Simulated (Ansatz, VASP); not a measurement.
# MgI2 in VASP and in Ansatz

```
CELL_PARAMETERS angstrom
4.20720 0.00000 -0.30860
-2.10360 3.64354 0.15430
-0.57299 0.00000 7.70783
ATOMIC_POSITIONS crystal
Mg 0.00000 0.00000 0.00000
I 0.27577 0.66745 0.78194
I 0.72423 0.33255 0.21806
```

Change from the starting cell: engineering shear strain xz -0.1467, normal strain along z -0.0133.

Alike in both runs: functional PBE; k mesh 6 × 6 × 4; occupations gaussian, width 0.05 eV; no spin polarisation.

Ansatz relaxed the structure, and its values are those at the end. VASP's run is a single point on that final structure, the one shown.

```csv
,VASP,Ansatz
version,VASP 6.6.1,Ansatz 0.2.0
potentials or method,"VASP PAW PBE potentials, release 64 (Mg, I)","scalar-relativistic, plane waves, PAW"
plane-wave cutoff (eV),520,520
valence electrons in the cell,16,44
```

```tsv
	VASP	Ansatz	Ansatz less VASP
gap on the k mesh at the Fermi level (eV)	3.51	3.53	+0.017
least direct gap on the mesh (eV)	3.69	3.71	+0.015
pressure (GPa)	0.0	0.1	+0.05
```

The two sets of potentials don't hold the same shells in valence. Ansatz warned: «stress_scf_threshold_loose».

Caveats: spin-orbit coupling is left out, which moves the levels of the heavy elements. A k mesh can miss the band edges.
